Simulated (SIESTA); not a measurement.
Sn:

```xyz
2
Lattice="0.0000 3.2333 3.2333 3.2333 0.0000 3.2333 3.2333 3.2333 0.0000" Properties=species:S:1:pos:R:3 pbc="T T T"
Sn    4.8500    4.8500    4.8500
Sn    3.2333    3.2333    3.2333
```

This isn't the form of Sn at room conditions, which is tetragonal (white tin).

* Program: SIESTA 5.4.2
* Task: relaxation of cell and atoms
* Functional: PBE
* Potentials or basis: PseudoDojo 0.4 standard (PBE files)
* Basis: DZ (energy shift 0.003 Ry; two zetas on semicore shells)
* Grid cutoff: 500 Ry
* Energy shift: 0.003 Ry
* k mesh: 7 × 7 × 7
* Occupations: fermi-dirac, width 0.05 eV
* Spin: no spin polarisation

At the start: pressure 3.8 GPa; volume 33.80 Å³/atom.

Problem. How do energy, volume and symmetry change on relaxing?

Solution. Over 4 steps the energy falls by 31.5 meV/atom and the volume is 36.76 Å³/atom (+8.7 %); space group Fd-3m (No. 227, to 0.05 Å).

The path:
| step | energy change (eV) | largest force (eV/Å) | pressure (GPa) | volume (Å³) |
| --- | --- | --- | --- | --- |
| 1 | 0.0000 | 0.0001 | 3.78 | 67.61 |
| 2 | -0.0060 | 0.0002 | 3.57 | 67.87 |
| 3 | -0.0628 | 0.0001 | 0.26 | 72.99 |
| 4 | -0.0630 | 0.0001 | 0.00 | 73.52 |

Final structure:
```cif
data_structure
_symmetry_space_group_name_H-M 'P 1'
_symmetry_Int_Tables_number 1
_cell_length_a 4.7025
_cell_length_b 4.7025
_cell_length_c 4.7025
_cell_angle_alpha 59.991
_cell_angle_beta 59.991
_cell_angle_gamma 59.991
_cell_volume 73.52
loop_
_atom_site_label
_atom_site_type_symbol
_atom_site_fract_x
_atom_site_fract_y
_atom_site_fract_z
_atom_site_occupancy
Sn1 Sn 0.74999 0.74999 0.74999 1
Sn2 Sn 0.50001 0.50001 0.50001 1
```

Caveat: the basis has no polarisation orbitals; the basis of atomic orbitals isn't converged, which shifts pressures, moduli and gaps.
